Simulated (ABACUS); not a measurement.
Write the native input for ABACUS 3.10.1 that does the following.

```
Task                                          : single point
Functional                                    : SCAN
Potentials or basis                           : SG15 ONCV 1.2 PBE
Cutoff                                        : 1361 eV
Density cutoff                                : 5442 eV
Basis                                         : DZP LCAO (the cutoffs set its grid)
k mesh                                        : 6 × 6 × 6
Occupations                                   : fermi-dirac, width 0.05 eV
Spin                                          : no spin polarisation
Orbital files                                 : Ga Ga_confined-atom_8au_2s2p2d.orb, P P_confined-atom_7au_2s2p1d.orb
Radial cutoff of the potentials (pseudo_rcut) : 10 bohr
SCF threshold on the density                  : 1e-07
Max SCF steps                                 : 100
Eigensolver                                   : genelpa
Mixing                                        : broyden
Mixing share                                  : 0.7
Symmetry key                                  : 1
Bands                                         : 19
```

The system is GaP.

```
Ga P
1.0
     0.00000    2.72525    2.72525
     2.72525    0.00000    2.72525
     2.72525    2.72525    0.00000
Ga P
1 1
Direct
  0.00000 0.00000 0.00000
  0.75000 0.75000 0.75000
```

One way to write it, as run:

INPUT

```
INPUT_PARAMETERS
suffix              GaP
calculation         scf
basis_type          lcao
pseudo_dir          ./
orbital_dir         ./
symmetry            1
dft_functional      scan
ecutwfc             100
pseudo_rcut         10
nspin               1
nbands              19
ks_solver           genelpa
smearing_method     fd
smearing_sigma      0.00367493
scf_thr             1e-07
scf_nmax            100
mixing_type         broyden
mixing_beta         0.7
cal_force           1
cal_stress          1
mixing_tau          1
out_mul             1
out_chg             1
out_pot             2
out_elf             1
```

STRU

```
ATOMIC_SPECIES
Ga 69.7230 Ga_ONCV_PBE-1.2.upf
P 30.9738 P_ONCV_PBE-1.2.upf

NUMERICAL_ORBITAL
Ga_confined-atom_8au_2s2p2d.orb
P_confined-atom_7au_2s2p1d.orb

LATTICE_CONSTANT
1.8897261246

LATTICE_VECTORS
0.0000000000 2.7252500000 2.7252500000
2.7252500000 0.0000000000 2.7252500000
2.7252500000 2.7252500000 0.0000000000

ATOMIC_POSITIONS
Direct

Ga
0.0
1
0.0000000000 0.0000000000 0.0000000000 1 1 1

P
0.0
1
0.7500000000 0.7500000000 0.7500000000 1 1 1
```

KPT

```
K_POINTS
0
Gamma
6 6 6 0 0 0
```

Potentials or basis: SG15 ONCV 1.2 PBE, DZP LCAO (the cutoffs set its grid).

The run is started by

```sh
$ OMP_NUM_THREADS=1 mpirun -np 4 abacus > log
```

It gave:

- Pressure: -0.2 GPa
- Band gap on the k mesh: 1.80 eV, indirect (least direct gap 2.06 eV)
- Mulliken charges: Ga -0.33; P +0.33 e

Caveat: the atomic orbitals were generated for these runs and aren't a published set; Mulliken charges move with the basis; the potentials were made for another functional, which shifts forces and pressure; the basis of atomic orbitals isn't converged, which shifts pressures, moduli and gaps.

Run time: 15 s on 4 MPI ranks on Intel(R) Xeon(R) Platinum 8488C (Sapphire Rapids), on a shared host, peak memory 0.4 GiB a rank.
